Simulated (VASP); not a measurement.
Here is a VASP 6.6.1 calculation.

The input INCAR:

```
  ALGO = Normal
  EDIFF = 1E-6
  ENCUT = 520
  GGA = PE
  ISIF = 2
  ISMEAR = 0
  LASPH = True
  LCHARG = True
  LELF = True
  LREAL = False
  LVHAR = True
  LWAVE = False
  NBANDS = 17
  NELM = 80
  PREC = Accurate
  SIGMA = 0.1
```

File KPOINTS:

```
k-points
0
Gamma
  8 8 8
```

The input POSCAR:

```
PbSe
1.0
    0.0000000000      3.0606500000      3.0606500000
    3.0606500000      0.0000000000      3.0606500000
    3.0606500000      3.0606500000      0.0000000000
Pb Se
1 1
Direct
    0.0000000000      0.0000000000      0.0000000000
    0.5000000000      0.5000000000      0.5000000000
```

Potentials or basis: VASP PAW PBE potentials, release 64 (Pb_d, Se).

Command:

```bash
$ cat potpaw_PBE.64/Pb_d/POTCAR potpaw_PBE.64/Se/POTCAR > POTCAR
$ mpirun -np 1 vasp_std > vasp.out
```

Question: What does it give for the pressure?

Answer: 2.4 GPa.

Question: What does it give for the band gap on the k mesh?

Answer: 0.29 eV, direct.

Caveat: spin-orbit coupling is left out, which moves the levels of the heavy elements.

**Measured values to compare with.**

From a printed reference work, monograph, for a bulk crystal of PbSe at 300 K: band gap 0.28 eV (direct).

A measured gap of PbSe is 0.28 eV (direct; 300 K; a printed reference work, monograph); the calculated 0.29 eV misses it by +0.01 eV. 2 values of this kind are on record (0.15 to 0.28 eV); this one was drawn at random. Spin-orbit coupling on Pb, Se is left out. The value is that of PBE on a finite k mesh, which can miss the band edges, without temperature or zero-point motion.
